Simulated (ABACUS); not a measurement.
# Ag under changes of volume

One of the cells (17.048 Å³/atom); the others are scaled copies at fixed shape and fractional positions:

```
CELL_PARAMETERS angstrom
0.00000 2.04275 2.04275
2.04275 0.00000 2.04275
2.04275 2.04275 0.00000
ATOMIC_POSITIONS crystal
Ag 0.00000 0.00000 0.00000
```

| Property | Result |
| --- | --- |
| Program | ABACUS 3.10.1 |
| Functional | BLYP |
| Potentials or basis | SPMS ONCV 1.0 PBE |
| Cutoff | 1361 eV |
| Density cutoff | 5442 eV |
| Basis | DZP LCAO (the cutoffs set its grid) |
| k mesh | 10 × 10 × 10 |
| Occupations | fermi-dirac, width 0.05 eV |
| Spin | no spin polarisation |

```tsv
volume (Å³/atom)	energy over the lowest point (meV/atom)	pressure (GPa)
16.025	?	?
16.366	126.98	19.2
16.707	89.75	15.9
17.048	59.08	13.0
17.389	34.34	10.4
17.730	14.90	8.1
18.071	0.00	6.1
```

Q: What does the run at 16.025 Å³/atom give?

A: Energy over the lowest point 171.55 meV/atom; pressure 22.8 GPa.

Worked out: A Birch-Murnaghan fit of order 3 (a polynomial in V^(-2/3)) to the other rows has no minimum within the range. It gives 171.74 meV/atom at 16.025 Å³/atom, against the run's 171.55, and -dE/dV = 22.9 GPa, against 22.8.

Energies are extrapolated to zero smearing.

Caveats: the atomic orbitals were generated for these runs and aren't a published set; the potentials were made for another functional, which shifts forces and pressure; the basis of atomic orbitals isn't converged, which shifts pressures, moduli and gaps.
